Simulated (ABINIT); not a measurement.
The system is KTaO3.

```
Ta K O
1.0
     3.98830    0.00000    0.00000
     0.00000    3.98830    0.00000
     0.00000    0.00000    3.98830
Ta K O
1 1 3
Direct
  0.00000 0.00000 0.00000
  0.50000 0.50000 0.50000
  0.00000 0.00000 0.50000
  0.00000 0.50000 0.00000
  0.50000 0.00000 0.00000
```

| Item | Value |
| --- | --- |
| Program | ABINIT 10.8.3 (patched build) |
| Task | single point |
| Functional | PBE |
| Potentials or basis | JTH PAW PBE v2.0 |
| Cutoff | 626 eV |
| k mesh | 7 × 7 × 7 |
| Occupations | fermi-dirac, width 0.05 eV |
| Spin | no spin polarisation |

On this cell: pressure 5.5 GPa; largest force zero by symmetry; band gap on the k mesh 2.24 eV, indirect (least direct gap 2.80 eV).

The same run follows on a disturbed copy (atoms moved at random, drawn with an rms of 0.05 Å):

```xyz
5
Lattice="3.9883 0.0000 0.0000 0.0000 3.9883 0.0000 0.0000 0.0000 3.9883" Properties=species:S:1:pos:R:3 pbc="T T T"
Ta   -0.0351    0.0254   -0.0525
K     2.0287    1.9853    2.0841
O    -0.0139    0.0041    1.9539
O     0.0019    2.0111    0.0071
O     1.9758    0.0292   -0.0165
```

Question: What does the disturbed cell give?

Answer: The energy moves by +10.5 meV/atom; pressure 5.7 GPa; largest force 0.616 eV/Å; band gap on the k mesh 2.24 eV, indirect (least direct gap 2.81 eV).

Forces in eV/Å, atoms in the order of the input:
```
Ta   0.174 -0.087  0.326
K   -0.253  0.133 -0.546
O    0.000  0.030  0.445
O   -0.055 -0.008 -0.158
O    0.135 -0.068 -0.068
```

Stress tensor (GPa, compression positive):
```
 5.82 -0.06  0.23
-0.06  5.73 -0.18
 0.23 -0.18  5.64
```

Caveats: spin-orbit coupling is left out, which moves the levels of the heavy elements; an odd mesh through Γ misses points on the zone boundary, where band edges often lie; the atomic spheres overlap.
